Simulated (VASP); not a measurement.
# BaS (Fm-3m) in VASP: notebook

The runs below take BaS through single point, with PBE+D4.

Program: VASP 6.6.1. These are calculated values, not measurements. Logs are shortened: lines on timing, memory, paths and dates and some standing lists are left out, and cuts for length are marked.

**The experiment to reproduce.**

From a printed reference work, monograph, original work of 1988, for a bulk crystal of BaS at 2 K: band gap 3.806 eV (indirect).

The runs below are set against these values where they give the same quantity.

### 1 The cell of the first run

It takes space group Fm-3m (No. 225, cubic). Conventional cell: a = 6.472 Å, b = 6.472 Å, c = 6.472 Å, α = 90.00°, β = 90.00°, γ = 90.00°. Ba (site symmetry m-3m) has 6 S at 3.24 Å within 4.3 Å. S (site symmetry m-3m) has 6 Ba at 3.24 Å within 4.3 Å.

### 2 Single point, PBE+D4

The input, INCAR:

```
PREC     = Accurate       # precision mode
ENCUT    = 500            # plane-wave cutoff, eV
EDIFF    = 1E-6           # SCF threshold, eV
ISMEAR   = 0              # smearing method
SIGMA    = 0.01           # smearing width, eV
LREAL    = F              # projectors in reciprocal space
LASPH    = T              # aspherical terms in the spheres
NELM     = 120            # most SCF steps
ALGO     = Normal         # electronic algorithm
ISIF     = 2              # what is computed and relaxed
LWAVE    = F              # write WAVECAR
LCHARG   = F              # write CHGCAR
GGA      = PE             # functional
IVDW     = 13             # dispersion correction
NBANDS   = 15             # bands
GGA_COMPAT= F
```

The input, KPOINTS:

```
regular mesh
0
Gamma
  6 6 6
```

The input, POSCAR:

```
BaS
1.0
    0.0000000000      3.2357778460      3.2357778460
    3.2357778460      0.0000000000      3.2357778460
    3.2357778460      3.2357778460      0.0000000000
Ba S
1 1
Direct
    0.0000000000      0.0000000000      0.0000000000
    0.5000000000      0.5000000000      0.5000000000
```

Potentials or basis: VASP PAW PBE potentials, release 64 (Ba_sv, S).

Started as:

```bash
> cat potpaw_PBE.64/Ba_sv/POTCAR potpaw_PBE.64/S/POTCAR > POTCAR
> mpirun -np 1 vasp_std > vasp.out
```

OUTCAR:

```text
PREC = Accurate
   ENCUT = 500
   EDIFF = 1E-6
   ISMEAR = 0
   LREAL = F
   LASPH = T
   NELM = 120
   ISIF = 2
   GGA = PE
   IVDW = 13

 ion  position               nearest neighbor table
   1  0.000  0.000  0.000-   2 3.24   2 3.24   2 3.24   2 3.24   2 3.24   2 3.24
   2  0.500  0.500  0.500-   1 3.24   1 3.24   1 3.24   1 3.24   1 3.24   1 3.24

  LATTYP: Found a face centered cubic cell.
 ALAT       =     6.4715556920

  Lattice vectors:

 A1 = (   0.0000000000,   3.2357778460,   3.2357778460)
 A2 = (   3.2357778460,   0.0000000000,   3.2357778460)
 A3 = (   3.2357778460,   3.2357778460,   0.0000000000)

Analysis of symmetry for initial positions (statically):
=====================================================================
 Subroutine PRICEL returns:
 Original cell was already a primitive cell.

 Routine SETGRP: Setting up the symmetry group for a
 face centered cubic supercell.

 Subroutine GETGRP returns: Found 48 space group operations
 (whereof 48 operations were pure point group operations)
 out of a pool of 48 trial point group operations.

The static configuration has the point symmetry O_h .

Analysis of symmetry for dynamics (positions and initial velocities):
=====================================================================
 Subroutine PRICEL returns:
 Original cell was already a primitive cell.

 Routine SETGRP: Setting up the symmetry group for a
 face centered cubic supercell.

 Subroutine GETGRP returns: Found 48 space group operations
 (whereof 48 operations were pure point group operations)
 out of a pool of 48 trial point group operations.

The dynamic configuration has the point symmetry O_h .

 Subroutine INISYM returns: Found 48 space group operations
 (whereof 48 operations are pure point group operations),
 and found     1 'primitive' translations

----------------------------------------------------------------------------------------

                                     Primitive cell

  volume of cell :      67.7589

  direct lattice vectors                    reciprocal lattice vectors
     0.000000000  3.235777846  3.235777846    -0.154522351  0.154522351  0.154522351
     3.235777846  0.000000000  3.235777846     0.154522351 -0.154522351  0.154522351
     3.235777846  3.235777846  0.000000000     0.154522351  0.154522351 -0.154522351

  length of vectors
     4.576080915  4.576080915  4.576080915     0.267640563  0.267640563  0.267640563

  position of ions in fractional coordinates (direct lattice)
     0.000000000  0.000000000  0.000000000
     0.500000000  0.500000000  0.500000000

  ion indices of the primitive-cell ions
   primitive index   ion index
                 1           1
                 2           2

----------------------------------------------------------------------------------------

 KPOINTS: regular mesh

Automatic generation of k-mesh.
 Grid dimensions read from file:
 generate k-points for:    6    6    6

 Generating k-lattice:

  Cartesian coordinates                     Fractional coordinates (reciprocal lattice)
    -0.025753725  0.025753725  0.025753725     0.166666667  0.000000000  0.000000000
     0.025753725 -0.025753725  0.025753725     0.000000000  0.166666667  0.000000000
     0.025753725  0.025753725 -0.025753725     0.000000000  0.000000000  0.166666667

  Length of vectors
     0.044606760  0.044606760  0.044606760

  Shift w.r.t. Gamma in fractional coordinates (k-lattice)
     0.000000000  0.000000000  0.000000000

 Subroutine IBZKPT returns following result:
 ===========================================

 Found     16 irreducible k-points:

 Following reciprocal coordinates:
            Coordinates               Weight
  0.000000  0.000000  0.000000      1.000000
  0.166667  0.000000  0.000000      8.000000
  0.333333  0.000000  0.000000      8.000000
  0.500000  0.000000  0.000000      4.000000
  0.166667  0.166667  0.000000      6.000000
  0.333333  0.166667  0.000000     24.000000
[... 8 lines left out ...]
 -0.333333  0.333333  0.166667     24.000000
 -0.333333  0.500000  0.166667     12.000000
   k-points           NKPTS =     16   k-points in BZ     NKDIM =     16   number of bands    NBANDS=     15
   number of dos      NEDOS =    301   number of ions     NIONS =      2
   total plane-waves  NPLWV =  46656
   dimension x,y,z NGX =    36 NGY =   36 NGZ =   36
   dimension x,y,z NGXF=    72 NGYF=   72 NGZF=   72
   ions per type =               1   1
   NGX,Y,Z   is equivalent  to a cutoff of  13.08, 13.08, 13.08 a.u.
   NGXF,Y,Z  is equivalent  to a cutoff of  26.16, 26.16, 26.16 a.u.
 SYSTEM =  unknown system
   PREC   = accura    normal or accurate (medium, high low for compatibility)
   ISTART =      0    job   : 0-new  1-cont  2-samecut
   ICHARG =      2    charge: 1-file 2-atom 10-const
   ISPIN  =      1    spin polarized calculation?
   LNONCOLLINEAR =      F non collinear calculations
   LSORBIT =      F    spin-orbit coupling
   LASPH  =      T    aspherical Exc in radial PAW
   ENCUT  =  500.0 eV  36.75 Ry    6.06 a.u.   8.34  8.34  8.34*2*pi/ulx,y,z
   NELM   =    120;   NELMIN=  2; NELMDL= -5     # of ELM steps
   EDIFF  = 0.1E-05   stopping-criterion for ELM
   LREAL  =      F    real-space projection
   EDIFFG = 0.1E-04   stopping-criterion for IOM
   NSW    =      0    number of steps for IOM
   IBRION =     -1    ionic relax: 0-MD 1-quasi-New 2-CG
   NFREE  =      0    steps in history (QN), initial steepest desc. (CG)
   ISIF   =      2    stress and relaxation
   ISYM   =      2    0-nonsym 1-usesym 2-fastsym
   POTIM  = 0.5000    time-step for ionic-motion
   TEBEG  =    0.0;   TEEND  =   0.0 temperature during run
   PSTRESS=    0.0 pullay stress
   NELECT =      16.0000    total number of electrons
   NUPDOWN=      -1.0000    fix difference up-down
   EMIN   =  10.00;   EMAX   =-10.00  energy-range for DOS
   EFERMI =   0.00;   METHOD = LEGACY
   ISMEAR =     0;   SIGMA  =   0.01  broadening in eV -4-tet -1-fermi 0-gaus
   EFERMI_NEDOS =   21; number of points for ismear=-14 and -15
   IALGO  =     38    algorithm
   IMIX   =      4    mixing-type and parameters
     AMIX     =   0.40;   BMIX     =  1.00
     AMIX_MAG =   1.60;   BMIX_MAG =  1.00
  volume/ion in A,a.u.               =      33.88       228.63
  Fermi-wavevector in a.u.,A,eV,Ry     =   1.011873  1.912163 13.930836  1.023888
  Thomas-Fermi vector in A             =   2.144949
   LORBIT       =      0    0 simple, 1 ext, 2 COOP (PROOUT), +10 PAW based schemes
   GGA     = PE    functional components
   LHFCALC =     F    Hartree Fock is set to
   AEXX    =    0.0000 exact exchange contribution
   IVDW    =    13    specifies the selected vdW correction
   LEPSILON=     F    determine dielectric tensor
   LRPA    =     F    only Hartree local field effects (RPA)
 non-spin polarized calculation
 Gauss-broadening in eV      SIGMA  =   0.01
  energy-cutoff  :      500.00
  volume of cell :       67.76
 maximum number of plane-waves:      1759
 NGX is ok and might be reduce to    36
   NGX = 17   NGY = 17   NGZ = 17

 number of electron      16.0000001 magnetization

 Free energy of the ion-electron system (eV)
  ---------------------------------------------------
  ext. energy  EPLUGINS =         0.00000000
  ---------------------------------------------------
  free energy    TOTEN  =       -10.19353026 eV

  energy without entropy =      -10.19353026  energy(sigma->0) =      -10.19353026

 E-fermi :   1.3181     XC(G=0):  -8.4640

 val. band max:        1.2554754326   @ k =   0.0000   0.0000   0.0000
 cond. band min:       3.4244206593   @ k =   0.5000   0.5000   0.0000
 fundamental gap:      2.1689452267
 Fermi energy:         1.3181441847

 k-point     1 :       0.0000    0.0000    0.0000
  band No.  band energies     occupation
      1     -24.9467      2.00000
      2     -10.0055      2.00000
      3     -10.0055      2.00000
      4     -10.0055      2.00000
      5      -9.0457      2.00000
      6       1.2555      2.00000
      7       1.2555      2.00000
      8       1.2555      2.00000
      9       4.6663      0.00000
     10       5.1153      0.00000
     11       5.1153      0.00000
     12       5.1153      0.00000
     13       6.0006      0.00000
     14       6.0006      0.00000
     15       9.9201      0.00000

 k-point     2 :       0.1667    0.0000    0.0000
  band No.  band energies     occupation
      1     -24.9376      2.00000
      2     -10.3667      2.00000
      3     -10.0143      2.00000
      4     -10.0143      2.00000
      5      -8.6613      2.00000
      6       0.6289      2.00000
      7       0.9381      2.00000
      8       0.9381      2.00000
      9       5.1319      0.00000
     10       5.5052      0.00000
     11       5.5052      0.00000
     12       5.6323      0.00000
     13       6.7309      0.00000
     14       6.7309      0.00000
     15      10.9238      0.00000

 k-point     3 :       0.3333    0.0000    0.0000
  band No.  band energies     occupation
      1     -24.9193      2.00000
      2     -10.8069      2.00000
      3     -10.0315      2.00000
      4     -10.0315      2.00000
      5      -8.1713      2.00000
      6      -0.2451      2.00000
      7       0.4453      2.00000
      8       0.4453      2.00000
      9       5.6652      0.00000
     10       6.5369      0.00000
     11       6.5369      0.00000
     12       7.0545      0.00000
     13       8.3835      0.00000
     14       8.3835      0.00000
     15      11.3549      0.00000
[... 199 lines left out ...]
 k-point    15 :      -0.3333    0.3333    0.1667
  band No.  band energies     occupation
      1     -24.9017      2.00000
      2     -10.6616      2.00000
      3     -10.2367      2.00000
      4     -10.1520      2.00000
      5      -8.3741      2.00000
      6       0.0269      2.00000
      7       0.5701      2.00000
      8       0.6217      2.00000
      9       5.6642      0.00000
     10       5.7631      0.00000
     11       7.6699      0.00000
     12       8.0671      0.00000
     13       8.4240      0.00000
     14      10.3681      0.00000
     15      10.4059      0.00000

 k-point    16 :      -0.3333    0.5000    0.1667
  band No.  band energies     occupation
      1     -24.8990      2.00000
      2     -10.3835      2.00000
      3     -10.3616      2.00000
      4     -10.2354      2.00000
      5      -8.6105      2.00000
      6       0.3992      2.00000
      7       0.6976      2.00000
      8       0.8587      2.00000
      9       4.4664      0.00000
     10       6.6913      0.00000
     11       7.2536      0.00000
     12       8.0321      0.00000
     13       8.5540      0.00000
     14       9.3049      0.00000
     15      10.8043      0.00000

------------------------ aborting loop because EDIFF is reached ----------------------------------------

  DFT-D4 for vdW energy calculation

  Edisp (eV):   -0.44909

  FORCE on cell =-STRESS in cart. coord.  units (eV):
  Direction    XX          YY          ZZ          XY          YZ          ZX
  --------------------------------------------------------------------------------------
  -------------------------------------------------------------------------------------
  Total      -0.59496    -0.59496    -0.59496     0.00000     0.00000     0.00000
  in kB     -14.06797   -14.06797   -14.06797     0.00000     0.00000     0.00000
  external pressure =      -14.07 kB  Pullay stress =        0.00 kB

 VOLUME and BASIS-vectors are now :
 -----------------------------------------------------------------------------
  energy-cutoff  :      500.00
  volume of cell :       67.76
      direct lattice vectors                 reciprocal lattice vectors
     0.000000000  3.235777846  3.235777846    -0.154522351  0.154522351  0.154522351
     3.235777846  0.000000000  3.235777846     0.154522351 -0.154522351  0.154522351
     3.235777846  3.235777846  0.000000000     0.154522351  0.154522351 -0.154522351

 POSITION                                       TOTAL-FORCE (eV/Angst)
 -----------------------------------------------------------------------------------
      0.00000      0.00000      0.00000         0.000000      0.000000      0.000000
      3.23578      3.23578      3.23578         0.000000      0.000000     -0.000000
 -----------------------------------------------------------------------------------
    total drift:                                0.000000      0.000000      0.000000

  FREE ENERGIE OF THE ION-ELECTRON SYSTEM (eV)
  ---------------------------------------------------
  free  energy   TOTEN  =       -10.6426232218 eV

  energy  without entropy=      -10.6426232218  energy(sigma->0) =      -10.64262322
```

It took 33 s on 1 thread of Intel Xeon 8259CL, shared host; peak memory 0.21 GiB.

What came out:

* Free energy: -10.6426 eV
* Pressure: -1.4 GPa
* Band gap on the k mesh: 2.17 eV, indirect (least direct gap 2.32 eV)
* Dispersion energy per atom: -0.225 eV

Caveat: spin-orbit coupling is left out, which moves the levels of the heavy elements.

### 3 Single point, PBE+D4

This run uses another cell than the first one, of 34.86 Å³/atom, 1.029 times its volume.

The input, INCAR:

```
SYSTEM = BaS
PREC = Accurate
ENCUT = 500
EDIFF = 1E-6
ISMEAR = 0
SIGMA = 0.01
LREAL = .False.
LASPH = .True.
NELM = 120
ALGO = Normal
ISIF = 2
LWAVE = .False.
LCHARG = .False.
GGA = PE
IVDW = 13
NBANDS = 15
GGA_COMPAT = .False.
```

The input, KPOINTS:

```
regular mesh
0
Gamma
  6 6 6
  0 0 0
```

The input, POSCAR:

```
BaS
1.0
    0.0000000000      3.2665966327      3.2665966327
    3.2665966327      0.0000000000      3.2665966327
    3.2665966327      3.2665966327      0.0000000000
Ba S
1 1
Direct
    0.0000000000      0.0000000000      0.0000000000
    0.5000000000      0.5000000000      0.5000000000
```

Potentials or basis: VASP PAW PBE potentials, release 64 (Ba_sv, S).

Started as:

```bash
> cat potpaw_PBE.64/Ba_sv/POTCAR potpaw_PBE.64/S/POTCAR > POTCAR
> mpirun -np 1 vasp_std > vasp.out
```

OUTCAR:

```text
SYSTEM = BaS
   PREC = Accurate
   ENCUT = 500
   EDIFF = 1E-6
   ISMEAR = 0
   LREAL = .False.
   LASPH = .True.
   NELM = 120
   ISIF = 2
   GGA = PE
   IVDW = 13

 ion  position               nearest neighbor table
   1  0.000  0.000  0.000-   2 3.27   2 3.27   2 3.27   2 3.27   2 3.27   2 3.27
   2  0.500  0.500  0.500-   1 3.27   1 3.27   1 3.27   1 3.27   1 3.27   1 3.27

  LATTYP: Found a face centered cubic cell.
 ALAT       =     6.5331932654

  Lattice vectors:

 A1 = (   0.0000000000,   3.2665966327,   3.2665966327)
 A2 = (   3.2665966327,   0.0000000000,   3.2665966327)
 A3 = (   3.2665966327,   3.2665966327,   0.0000000000)

Analysis of symmetry for initial positions (statically):
=====================================================================
 Subroutine PRICEL returns:
 Original cell was already a primitive cell.

 Routine SETGRP: Setting up the symmetry group for a
 face centered cubic supercell.

 Subroutine GETGRP returns: Found 48 space group operations
 (whereof 48 operations were pure point group operations)
 out of a pool of 48 trial point group operations.

The static configuration has the point symmetry O_h .

Analysis of symmetry for dynamics (positions and initial velocities):
[... 168 lines left out ...]
      9       4.3969      0.00000
     10       4.9669      0.00000
     11       4.9669      0.00000
     12       4.9669      0.00000
     13       5.8236      0.00000
     14       5.8236      0.00000
[... 257 lines left out ...]
      2     -10.5638      2.00000
      3     -10.5598      2.00000
      4     -10.4466      2.00000
      5      -8.7567      2.00000
      6       0.2915      2.00000
      7       0.5444      2.00000
      8       0.7150      2.00000
      9       4.3312      0.00000
     10       6.4806      0.00000
     11       6.9801      0.00000
     12       7.7580      0.00000
     13       8.2622      0.00000
     14       8.9719      0.00000
     15      10.4685      0.00000

------------------------ aborting loop because EDIFF is reached ----------------------------------------

  DFT-D4 for vdW energy calculation

  Edisp (eV):   -0.43595

  FORCE on cell =-STRESS in cart. coord.  units (eV):
  Direction    XX          YY          ZZ          XY          YZ          ZX
  --------------------------------------------------------------------------------------
  -------------------------------------------------------------------------------------
  Total      -1.04590    -1.04590    -1.04590     0.00000    -0.00000    -0.00000
  in kB     -24.03722   -24.03722   -24.03722     0.00000    -0.00000    -0.00000
  external pressure =      -24.04 kB  Pullay stress =        0.00 kB

 VOLUME and BASIS-vectors are now :
 -----------------------------------------------------------------------------
  energy-cutoff  :      500.00
  volume of cell :       69.71
      direct lattice vectors                 reciprocal lattice vectors
     0.000000000  3.266596633  3.266596633    -0.153064506  0.153064506  0.153064506
     3.266596633  0.000000000  3.266596633     0.153064506 -0.153064506  0.153064506
     3.266596633  3.266596633  0.000000000     0.153064506  0.153064506 -0.153064506

 POSITION                                       TOTAL-FORCE (eV/Angst)
 -----------------------------------------------------------------------------------
      0.00000      0.00000      0.00000        -0.000000      0.000000      0.000000
      3.26660      3.26660      3.26660         0.000000     -0.000000     -0.000000
 -----------------------------------------------------------------------------------
    total drift:                                0.000000      0.000000      0.000000

  FREE ENERGIE OF THE ION-ELECTRON SYSTEM (eV)
  ---------------------------------------------------
  free  energy   TOTEN  =       -10.6195327209 eV

  energy  without entropy=      -10.6195327209  energy(sigma->0) =      -10.61953272
```

It took 32 s on 1 thread of Intel Xeon 8259CL, shared host; peak memory 0.21 GiB.

Results:

- Free energy: -10.6195 eV
- Pressure: -2.4 GPa
- Band gap on the k mesh: 2.21 eV, indirect (least direct gap 2.38 eV)
- Dispersion energy per atom: -0.218 eV

Levels at points of the mesh, in eV from the valence-band top:
```
           k point  band 4  band 5  band 6  band 7  band 8  band 9  band 10  band 11  band 12  band 13
(0.00, 0.00, 0.00)  -11.36  -10.26    0.00    0.00    0.00    3.28     3.85     3.85     3.85     4.71
(0.50, 0.00, 0.00)  -11.39   -9.30   -1.79   -0.96   -0.96    5.31     5.48     6.05     6.05     8.40
(0.50, 0.50, 0.00)  -11.51  -10.16   -0.59   -0.17   -0.17    2.21     5.63     5.75     7.13     7.13
```

Caveat: spin-orbit coupling is left out, which moves the levels of the heavy elements.

### 4 How close it comes

Step 2. Against the measured gap of BaS, 3.806 eV (indirect; 2 K; a printed reference work, monograph, original work of 1988), the calculated 2.17 eV is off by -1.64 eV. Spin-orbit coupling on Ba is left out. The value is that of PBE+D4 on a finite k mesh, which can miss the band edges, without temperature or zero-point motion. Semilocal functionals fall short of measured gaps as a rule.

Step 3. Measured gap of BaS: 3.806 eV (indirect; 2 K; a printed reference work, monograph, original work of 1988). This calculation gives 2.21 eV (-1.60 eV). Spin-orbit coupling on Ba is left out. The value is that of PBE+D4 on a finite k mesh, which can miss the band edges, without temperature or zero-point motion. Semilocal functionals fall short of measured gaps as a rule.
